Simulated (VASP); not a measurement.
Runs of VASP 6.6.1 on Si. The structure is hexagonal, space group P6/mmm (No. 191). Conventional cell: a = 4.121 Å, b = 4.121 Å, c = 2.655 Å, α = 90.00°, β = 90.00°, γ = 120.00°. Around Si (site symmetry -6m2) lie 5 Si at 2.38 to 2.65 Å. The cell was built by a generator and needn't be a form met in nature.

```tsv
task	level	potentials or basis	cell	cutoff (eV)	gap on the mesh (eV)	pressure (GPa)	relaxed volume (Å³/atom)
band structure	PBE	VASP PAW PBE potentials, release 64 (Si)	as given	520	-	0.0	-
relaxation of cell and atoms	PBE	VASP PAW PBE potentials, release 64 (Si)	relaxed	600	none	0.0	19.52
relaxation of cell and atoms	RPBE	VASP PAW PBE potentials, release 64 (Si)	relaxed	600	none	0.0	19.80
relaxation of cell and atoms	PBEsol	VASP PAW PBE potentials, release 64 (Si)	relaxed	600	none	0.0	19.10
relaxation of cell and atoms	LDA	VASP PAW LDA potentials, release 64 (Si)	relaxed	600	none	-0.1	(a)
```

Alike in all rows: no spin polarisation; k mesh 8 × 8 × 10; smearing fermi-dirac 0.05 eV.

Q: Estimate the missing entries.

A: (a) 18.81.

Caveats: the PAW data sets were made with another functional, which shifts forces and pressure a little (some runs).

A gap of «none» marks a metal or a gap under the smearing width.
